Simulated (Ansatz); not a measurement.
The reference is La$_{2}$O$_{3}$ (space group P-3m1, No. 164; a = 3.9065 Å, c = 6.0394 Å).

Perturbation: Se takes the place of O on all its sites; the structure is relaxed again.

Levels (all Ansatz, a program for electronic structure, PAW, earlier PAW set): PBEsol (420 eV, scalar-relativistic without spin-orbit coupling); r2SCAN (500 eV, without spin-orbit coupling); HSE06 (420 eV, no spin-orbit coupling); PBEsol+SOC (600 eV, noncollinear with spin-orbit coupling).

At the geometry relaxed with PBEsol, these levels gave the following band gaps, in shuffled order: (a) 1.68 eV, (b) 2.11 eV, (c) 1.63 eV, (d) 2.42 eV.

Match each gap to its level.

(a) PBEsol; (b) r2SCAN; (c) PBEsol+SOC; (d) HSE06.

Single points use the geometry relaxed with PBEsol. The spin-orbit shifts are approximate. Whether these cells are dynamically stable was not tested. As relaxed here, La2Se3 is a hypothetical phase, not in the database extracts checked.
